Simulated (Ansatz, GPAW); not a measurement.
# Geometry or basis: what sets the conductance of butadiene-1,4-dithiol between two Ir chains, part 5 of 5

Wanted: T(E) of butadiene-1,4-dithiol between two Ir chains at a relaxed geometry in two programs, beside the unrelaxed structure.

GPAW 26.7.0 and Ansatz 0.2.0; Ansatz plane waves; relaxation of the junction with the lead ends held; PAW set soft_1 (the session's first sound run).

So far, transmission at the Fermi level (one spin): step 3 (plane waves, PBE) 0.464; step 5 (single-zeta polarised basis, PBE, GPAW) 0.475; step 6 (GPAW, sz: basis = "sz(dzp)", PBE, GPAW) 0.528; step 7 (LDA in the dzp basis: xc = "LDA") 0.474; step 8 (without the relaxation: geometry = "as built", PBE, GPAW) 0.639.

### Step 11. Density threshold 1e-06: conv = 1e-06

The Hamiltonian is taken from the last density. The density threshold is one of the tests that end the cycle; the energy must settle too, so a loose value may not be the test that decides.

This step: GPAW LCAO, PAW setups; Landauer transmission from Green's functions with principal layers (ASE), zero bias (GPAW 26.7.0).

run.py reads:

```python
import json
import numpy as np
from ase import Atoms
from ase.transport.calculators import TransportCalculator
from gpaw import GPAW, FermiDirac
from gpaw.lcao.tools import get_lcao_hamiltonian
from scipy.linalg import eigh

# The junction with lead layers at both ends, along the third cell vector
device = Atoms(
    ['Ir', 'Ir', 'Ir', 'Ir', 'Ir', 'Ir', 'Ir', 'Ir', 'S', 'H', 'C', 'C', 'H', 'H', 'C', 'C', 'H', 'S', 'Ir', 'Ir', 'Ir', 'Ir', 'Ir', 'Ir', 'Ir', 'Ir'],
    positions=[
        [5.52442, 4.50000, 1.15000],
        [5.52442, 4.50000, 3.45000],
        [5.52442, 4.50000, 5.75000],
        [5.52442, 4.50000, 8.05000],
        [5.52442, 4.50000, 10.35000],
        [5.52442, 4.50000, 12.65000],
        [4.26909, 4.40566, 14.56293],
        [5.11294, 4.45843, 16.69212],
        [3.84911, 4.43752, 18.46785],
        [6.45164, 4.48929, 20.28657],
        [4.30715, 4.45821, 20.12612],
        [5.50688, 4.48045, 20.83809],
        [3.38477, 4.44855, 20.71954],
        [7.67915, 4.51452, 22.37146],
        [5.55686, 4.48930, 22.25122],
        [6.75615, 4.50692, 22.96402],
        [4.61214, 4.48202, 22.80280],
        [7.21237, 4.51977, 24.62303],
        [5.94498, 4.50843, 26.39646],
        [6.78507, 4.53015, 28.52768],
        [5.52442, 4.50000, 30.43941],
        [5.52442, 4.50000, 32.73941],
        [5.52442, 4.50000, 35.03941],
        [5.52442, 4.50000, 37.33941],
        [5.52442, 4.50000, 39.63941],
        [5.52442, 4.50000, 41.93941]],
    cell=[[11.04883, 0.0, 0.0], [0.0, 9.0, 0.0], [0.0, 0.0, 43.08941]],
    pbc=True)

# One principal layer of the lead: the first 5 atoms of the device
lead = Atoms(
    ['Ir', 'Ir', 'Ir', 'Ir', 'Ir'],
    positions=[
        [5.52442, 4.50000, 1.15000],
        [5.52442, 4.50000, 3.45000],
        [5.52442, 4.50000, 5.75000],
        [5.52442, 4.50000, 8.05000],
        [5.52442, 4.50000, 10.35000]],
    cell=[[11.04883, 0.0, 0.0], [0.0, 9.0, 0.0], [0.0, 0.0, 11.5]],
    pbc=True)

settings = dict(mode='lcao', basis='dzp', xc='PBE', h=0.2,
                occupations=FermiDirac(0.1), maxiter=250,
                mixer=dict(beta=0.1, nmaxold=8, weight=100.0),
                convergence=dict(density=1e-06))
energies = np.arange(-2, 2 + 1e-9, 0.025)
eta = 0.0001
n1, n2 = 1, 1
# k and -k transmit alike, so half of the mesh across the current serves
mesh = [(i, j) for i in range(n1) for j in range(n2) if (i, j) <= (-i % n1, -j % n2)]
weights = np.array([1 if (i, j) == (-i % n1, -j % n2) else 2 for i, j in mesh]) / (n1 * n2)


def ground_state(atoms, size, txt):
    atoms.calc = GPAW(kpts={'size': size, 'gamma': True}, symmetry={'tolerance': 1e-3}, txt=txt, **settings)
    atoms.get_potential_energy()
    return atoms.calc.get_fermi_level()


def blocks(atoms, fermi, points, nz, cells):
    """H - E_F S and S between cell 0 and the cells above it, at each point across the current."""
    kz = np.arange(nz) / nz
    calc = atoms.calc.fixed_density(kpts=[(*k, z) for k in points for z in kz], symmetry='off', txt=None)
    H, S = get_lcao_hamiltonian(calc)
    H = (H - fermi * S).reshape(len(H), len(points), nz, *S.shape[1:])
    S = S.reshape(H.shape[1:])
    phases = [np.exp(-2j * np.pi * kz * R) / nz for R in cells]
    return [(np.einsum('skzij,z->ksij', H, p), np.einsum('kzij,z->kij', S, p)) for p in phases]


def pair(a, b):
    return np.block([[a, b], [b.T.conj(), a]])


def count_channels(h, s, cells, nk=240):
    """Half the number of times that the lead's bands cross each energy, unfolded to its shortest repeat."""
    b = len(h) // cells
    bands = []
    for k in (np.arange(nk + 1) + 0.5) / nk:
        hk, sk = h[:b, :b].copy(), s[:b, :b].copy()
        for R in range(1, cells):
            phase, block = np.exp(2j * np.pi * k * R), slice(R * b, (R + 1) * b)
            hk += h[:b, block] * phase + (h[:b, block] * phase).T.conj()
            sk += s[:b, block] * phase + (s[:b, block] * phase).T.conj()
        w, u = eigh(sk)
        x = u[:, w > 1e-5] / w[w > 1e-5]**0.5  # drop near-dependent combinations
        bands.append(np.r_[eigh(x.T.conj() @ hk @ x, eigvals_only=True), [1e9] * (w <= 1e-5).sum()])
    below = np.array(bands)[:, :, None] < energies
    return (below[1:] != below[:-1]).sum((0, 1)) / 2


fermi_lead = ground_state(lead, (1, 1, 10), 'lead.txt')
fermi_device = ground_state(device, (1, 1, 2), 'device.txt')
T, channels, eigen, tail, misfit, shifts = [], [], [], 0.0, 0.0, []
for first in range(0, len(mesh), 164):
    points = [(i / n1, j / n2) for i, j in mesh[first:first + 164]]
    (H0k, S0k), (H1k, S1k), (H2k, _) = blocks(lead, fermi_lead, points, 5, range(3))
    [(Hk, Sk)] = blocks(device, fermi_device, points, 2, [0])
    tail = max(tail, abs(H2k).max())
    for H0, S0, H1, S1, H, S in zip(H0k, S0k, H1k, S1k, Hk, Sk):
        n = len(S0)
        # Shift the lead onto the potential of the device's first layer
        shift = ((H[:, 0, 0] - H0[:, 0, 0]) / S0[0, 0]).real.mean()
        shifts.append(shift)
        misfit = max(misfit, abs(H[:, :n, :n] - H0 - shift * S0).max())
        Tk, Ck, Ek = [], [], []
        for s in range(len(H)):
            t = s % len(H0)  # a lead without moments serves both spins
            h1, s1 = pair(H0[t] + shift * S0, H1[t] + shift * S1), pair(S0, S1)
            leads = dict(h1=h1, s1=s1, energies=energies, eta=eta, eta1=eta, eta2=eta)
            calc = TransportCalculator(h=H[s], s=S, eigenchannels=3, **leads)
            Tk.append(calc.get_transmission())
            Ek.append(np.sort(calc.eigenchannels_ne, axis=0)[::-1])
            Ck.append(count_channels(h1, s1, 10))
        T.append(Tk)
        channels.append(Ck)
        eigen.append(Ek)
T, channels = np.array(T), np.array(channels)
mean, open_channels = np.einsum('kse,k->se', T, weights), np.einsum('kse,k->se', channels, weights)

print(f'basis functions: device {len(S)}, principal layer {n}')
print(f'Fermi level: lead {fermi_lead:.4f} eV, device {fermi_device:.4f} eV; lead shifted by {np.mean(shifts):.4f} eV')
print(f'largest coupling past the next layer {tail:.2e} eV, largest misfit of the first layer {misfit:.3f} eV')
print('  E-E_F (eV)   ' + 'T (one spin)  channels')
for e, t, c in zip(energies, mean.T, open_channels.T):
    print(f'{e:10.3f}  ', *[f'{x:11.4e}' for x in t], *[f'{x:9.4f}' for x in c])

kT = 8.617333e-5 * 300
fine = np.linspace(energies[0], energies[-1], 4001)
both = np.exp(np.interp(fine, energies, np.log(np.maximum(mean.sum(0) * 2 / len(mean), 1e-30))))
fermi = lambda mu: 1 / (1 + np.exp(np.clip((fine - mu) / kT, -200, 200)))
slope = fermi(0) * (1 - fermi(0)) / kT
G = np.trapezoid(both * slope, fine) / 2
seebeck = -np.trapezoid(both * slope * fine, fine) / (2 * G * 300) * 1e6
print(f'conductance at 300 K: {G:.5g} G0 a cell; thermopower {seebeck:.4g} uV/K')
bias = [0.1, 0.2, 0.5, 1.0, 1.5, 2.0]
current = [38.74 * np.trapezoid(both * (fermi(V / 2) - fermi(-V / 2)), fine) for V in bias]
for V, I in zip(bias, current):
    print(f'current from the zero-bias T(E) at {V} V: {I:.5g} uA')
zero = abs(energies).argmin()
json.dump(dict(energies=energies.tolist(), T=mean.tolist(), channels=open_channels.tolist(), G=G, seebeck=seebeck,
               bias=bias, current=current, tail=tail, misfit=misfit, shift=np.mean(shifts), n_device=len(S), n_lead=n,
               fermi=[fermi_lead, fermi_device], energy=device.get_potential_energy(),
               moments=device.get_magnetic_moments().tolist(), mesh=mesh, weights=weights.tolist(),
               T_k=T[:, :, zero].tolist(), eigen=np.array(eigen[0]).tolist()), open('result.json', 'w'))
```

Launch:

```console
OMP_NUM_THREADS=1 OPENBLAS_NUM_THREADS=1 python run.py
```

What it wrote:

```text
basis functions: device 530, principal layer 135
Fermi level: lead -4.1613 eV, device -3.8702 eV; lead shifted by -0.0024 eV
largest coupling past the next layer 1.48e-06 eV, largest misfit of the first layer 0.192 eV
  E-E_F (eV)   T (one spin)  [channel counts left out]
    -2.000    2.9397e-01
    -1.975    2.8902e-01
    -1.950    2.8489e-01
    -1.925    2.8164e-01
    -1.900    2.7938e-01
    -1.875    2.7829e-01
    -1.850    2.7844e-01
    -1.825    2.8013e-01
    -1.800    2.8356e-01
    -1.775    2.8897e-01
    -1.750    2.9672e-01
    -1.725    3.0721e-01
    -1.700    3.2100e-01
    -1.675    3.3870e-01
    -1.650    3.6098e-01
    -1.625    3.8806e-01
[...]
1.825    2.3164e-03
     1.850    2.0855e-03
     1.875    1.7489e-03
     1.900    1.2707e-03
     1.925    5.8064e-04
     1.950    1.1596e-04
     1.975    6.9046e-05
     2.000    4.2229e-05
conductance at 300 K: 0.50367 G0 a cell; thermopower -7.537 uV/K
current from the zero-bias T(E) at 0.1 V: 3.9815 uA
current from the zero-bias T(E) at 0.2 V: 8.4838 uA
current from the zero-bias T(E) at 0.5 V: 26.145 uA
current from the zero-bias T(E) at 1.0 V: 53.461 uA
current from the zero-bias T(E) at 1.5 V: 74.474 uA
current from the zero-bias T(E) at 2.0 V: 80.908 uA
```

Run time: 8.4 min. Hardware: 1 thread of Arm Neoverse V1, shared host; peak memory 1.8 GiB.

This step gave:

```
conductance                                 : 0.5037 G₀
largest misfit of the first principal layer : 0.1921 eV
shift that aligns the lead                  : -0.002426 eV
transmission at the Fermi level (one spin)  : 0.4814
```

One spin. The transmission, zone mean by energy, zero at the Fermi level:

energy (eV), transmission, zone mean and a bar:
```
   -2.000       0.29 #########
   -1.800       0.28 ########
   -1.600       0.42 #############
   -1.400       0.99 ##############################
   -1.200       0.07 ##
   -1.000       0.14 ####
   -0.800       0.43 #############
   -0.600       0.70 #####################
   -0.400       1.00 ##############################
   -0.200       0.68 ####################
    0.000       0.48 ##############
    0.175       0.97 #############################
    0.200       0.97 #############################
    0.400       0.33 ##########
    0.600       0.93 ############################
    0.800       0.02 #
    1.000       0.00 
    1.200       0.00 
    1.400       0.00 
    1.600       0.00 
    1.800       0.00 
    2.000       0.00
```

Not self-consistent under bias; the bias window is split evenly. Current through one cell, from the zero-bias transmission against bias:

| bias (V) | current through one cell, from the zero-bias transmission (μA) |
| --- | --- |
| 0.100 | 3.98 |
| 0.200 | 8.48 |
| 0.500 | 26.1 |
| 1.000 | 53.5 |
| 1.500 | 74.5 |
| 2.000 | 80.9 |

Transmission of the three most open eigenchannels against energy, zero at the Fermi level:

| energy (eV) | channel 1 | channel 2 | channel 3 |
| --- | --- | --- | --- |
| -2.000 | 0.265 | 0.0283 | 5.0e-4 |
| -1.900 | 0.255 | 0.0242 | 3.0e-4 |
| -1.800 | 0.263 | 0.0205 | 1.8e-4 |
| -1.700 | 0.300 | 0.0211 | 9.8e-5 |
| -1.600 | 0.397 | 0.0224 | 3.7e-5 |
| -1.500 | 0.639 | 1.9e-4 | 2.5e-5 |
| -1.400 | 0.993 | 5.4e-4 | 1.7e-4 |
| -1.300 | 0.145 | 0.00234 | 6.8e-5 |
| -1.200 | 0.0645 | 0.00383 | 4.3e-5 |
| -1.100 | 0.0763 | 0.00738 | 3.1e-5 |
| -1.000 | 0.124 | 0.0177 | 2.4e-5 |
| -0.900 | 0.228 | 0.0413 | 2.0e-5 |
| -0.800 | 0.375 | 0.0567 | 2.0e-5 |
| -0.700 | 0.516 | 0.0398 | 2.2e-5 |
| -0.600 | 0.678 | 0.0202 | 2.7e-5 |
| -0.500 | 0.873 | 0.0102 | 3.7e-5 |
| -0.400 | 0.996 | 0.00601 | 5.5e-5 |
| -0.300 | 0.893 | 0.00417 | 7.6e-5 |
| -0.200 | 0.675 | 0.00332 | 8.9e-5 |
| -0.100 | 0.530 | 0.00272 | 8.0e-5 |
| 0.000 | 0.479 | 0.00208 | 5.2e-5 |
| 0.100 | 0.774 | 0.00217 | 1.3e-5 |
| 0.200 | 0.967 | 8.2e-4 | 5.7e-6 |
| 0.300 | 0.645 | 3.2e-4 | 4.3e-6 |
| 0.400 | 0.327 | 1.3e-4 | 3.8e-6 |
| 0.500 | 0.374 | 4.4e-5 | 3.9e-6 |
| 0.600 | 0.931 | 1.1e-5 | 5.2e-6 |
| 0.700 | 0.0900 | 1.0e-5 | 1.5e-6 |
| 0.800 | 0.0201 | 2.4e-5 | 1.5e-7 |
| 0.900 | 0.00815 | 3.0e-5 | 1.3e-9 |
| 1.000 | 0.00454 | 3.4e-5 | 4.1e-9 |
| 1.100 | 0.00311 | 4.3e-5 | 4.0e-8 |
| 1.200 | 0.00245 | 5.9e-5 | 1.8e-7 |
| 1.300 | 0.00215 | 8.5e-5 | 5.1e-7 |
| 1.400 | 0.00204 | 1.3e-4 | 1.2e-6 |
| 1.500 | 0.00205 | 2.0e-4 | 2.4e-6 |
| 1.600 | 0.00211 | 3.1e-4 | 4.6e-6 |
| 1.700 | 0.00214 | 4.5e-4 | 8.1e-6 |
| 1.800 | 0.00190 | 5.6e-4 | 1.3e-5 |
| 1.900 | 7.8e-4 | 4.8e-4 | 1.2e-5 |
| 2.000 | 4.2e-5 | 6.8e-11 | 3.8e-11 |

The conductance equals that of the dzp run to 0.2 %.

### Step 12. Summary of results

```yaml
conductance: 0.504 G₀
transmission_at_the_fermi_level_mean_of_the_spins: 0.481
```

**Reading.** In the dzp basis the junction conducts 0.504 G₀ at 300 K, with T = 0.481 a spin at the Fermi level; the szp basis reaches that conductance within 10 %. Relaxation moved atoms by up to 1.3 Å and took the conductance from 0.599 to 0.504 G₀, as a ratio a larger change than the step from dzp to the minimal basis. Plane waves (PBE) give T = 0.464 there. At the Fermi level one eigenchannel carries the current (0.48). Measured against the first run (pw-pbe), the nearest curve is that of dzp (r.m.s. 0.10) and the farthest that of asbuilt (0.35). Over the compared runs wall time goes from 194 s (sz) to 426 s (dzp), on a shared host; the plane-wave run used 4 threads and the orbital runs 1. The leads kept an estimated spacing and the cell its length, so the junction may be under some tension or compression. The run had no spin polarisation, so a magnetic state, which chains and small molecules with open shells often have, wasn't tested. Spin-orbit coupling is left out, which matters for the heavy atoms here. Semilocal functionals put molecular levels too near the Fermi level, so such conductances usually come out too high, and chain electrodes have a sharper density of states than real ones. An evenly spaced straight chain is an idealisation: free chains tend to dimerise, zigzag or, where a band edge lies near the Fermi level, turn magnetic. The currents use the zero-bias T(E) throughout, which holds only while the bias is small against the distance to the nearest feature. Within about eight thermal energies of the Fermi level ln T(E) bends sharply from one computed energy to the next, or the lead's channel count changes, so the thermal averages, above all the thermopower, rest on an interpolation that may be rough.

[Logs are printed without paths, hosts, clocks, repeated set-up lines and the standing remarks that a program may print on its own settings, such as how far it seeks lower states.]

[Hosts, paths, dates, database ids (printed as entryN), source tags and the programs' standing remarks are cut or masked in the printed files.]
